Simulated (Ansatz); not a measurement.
Input of an Ansatz 0.2.0 run:

The input input.yaml:

```yaml
crystal:
  lattice:
    - [0.0, 2.34364184, 2.34364184]
    - [2.34364184, 0.0, 2.34364184]
    - [2.34364184, 2.34364184, 0.0]
  atoms:
    - { symbol: Co, position: [0.0, 0.0, 0.0], spin: 2.0 }
    - { symbol: O, position: [0.25, 0.25, 0.25] }
hamiltonian:
  xc: lda
  pseudopotentials: { kind: paw }
magnetization:
  spin_polarized: true
kpoints:
  mp_grid: { grid: [10, 10, 10] }
scf:
  occupations: { method: fermi_dirac, width: 0.05 }
output:
  forces: true
  stress: true
  eigenvalues: true
  write_density: true
  write_potential: true
  elf: true
  volumetric_format: npy
relax:
  f_tol: 0.01
  max_steps: 40
  cell: { stress_tol: 0.05 }
```

Potentials or basis: Ansatz PAW.

Run with:

```bash
$ ansatz run input.yaml --threads 2 --pin off --max-ram 5632MiB --backend cpu --events-out ev --progress --plain --runs-dir out
```

**Question.** What does it give for the absolute moment?

**Answer.** 1.63 μB per cell.

**Question.** Predict the space group after relaxing (to 0.05 Å).

**Answer.** F-43m (No. 216).

**Question.** What does it give for the relaxed volume?

**Answer.** 9.83 Å³/atom.

**Question.** What does it give for the site moments?

**Answer.** Co +1.32; O +0.16 μB.

Final structure:
```xyz
2
Lattice="0.0000 2.1422 2.1422 2.1422 0.0000 2.1422 2.1422 2.1422 0.0000" Properties=species:S:1:pos:R:3 pbc="T T T"
Co    0.0000    0.0000    0.0000
O     1.0711    1.0711    1.0711
```

Caveat: the volume moved by over 15 % at a fixed basis, so the end points are rough; the pressure holds a Pulay correction of +1.0 GPa for the finite cutoff; a cell with one magnetic atom can't hold antiferromagnetic order, which such compounds often take; semilocal functionals often make such compounds metallic where correlation or magnetic order opens a gap, which also shifts bond lengths; the PAW data sets come from PBE, with cores solved anew for the run's functional, which leaves a small shift of forces and pressure.
